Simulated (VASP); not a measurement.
The system is AlN.

```
Al N
1.0
     3.31212    0.00000    0.00000
    -1.65606    2.86838    0.00000
     0.00000    0.00000    4.18756
Al N
2 2
Direct
  0.33333 0.66667 0.75000
  0.66667 0.33333 0.25000
  0.33333 0.66667 0.25000
  0.66667 0.33333 0.75000
```

Measurements of this composition are mostly on another form, of space group No. 186.

* Program: VASP 6.6.1
* Task: relaxation of cell and atoms
* Functional: r2SCAN
* Potentials or basis: VASP PAW PBE potentials, release 64 (Al, N)
* Cutoff: 600 eV
* k mesh: 9 × 9 × 6
* Occupations: gaussian, width 0.02 eV
* Spin: no spin polarisation

At the start: pressure -5.5 GPa; volume 9.95 Å³/atom.

Where does the relaxation end?

Over 12 steps the energy falls by 4.6 meV/atom and the volume is 9.69 Å³/atom (-2.6 %); space group P6_3/mmc (No. 194, to 0.05 Å).

Step by step:
| step | energy change (eV) | largest force (eV/Å) | pressure (GPa) | volume (Å³) |
| --- | --- | --- | --- | --- |
| 1 | 0.0000 | 0.0000 | -5.48 | 39.78 |
| 2 | -0.0014 | 0.0000 | 5.80 | 37.86 |
| 3 | -0.0177 | 0.0000 | 0.04 | 38.78 |
| 4 | -0.0184 | 0.0000 | 0.03 | 38.76 |
| 5 | -0.0186 | 0.0000 | 0.04 | 38.75 |
| 6 | -0.0186 | 0.0000 | 0.04 | 38.75 |
| 7 | -0.0186 | 0.0000 | 0.04 | 38.75 |
| 8 | -0.0186 | 0.0000 | 0.04 | 38.75 |
| 9 | -0.0186 | 0.0000 | 0.04 | 38.75 |
| 10 | -0.0186 | 0.0000 | -0.04 | 38.76 |
| 11 | -0.0186 | 0.0000 | -0.01 | 38.76 |
| 12 | -0.0186 | 0.0000 | 0.01 | 38.75 |

Final structure:
```
Al N
1.0
     3.29169    0.00000    0.00000
    -1.64584    2.85068    0.00000
     0.00000    0.00000    4.13002
Al N
2 2
Direct
  0.33333 0.66667 0.75000
  0.66667 0.33333 0.25000
  0.33333 0.66667 0.25000
  0.66667 0.33333 0.75000
```

Caveat: the PAW data sets were made with another functional, which shifts forces and pressure a little.
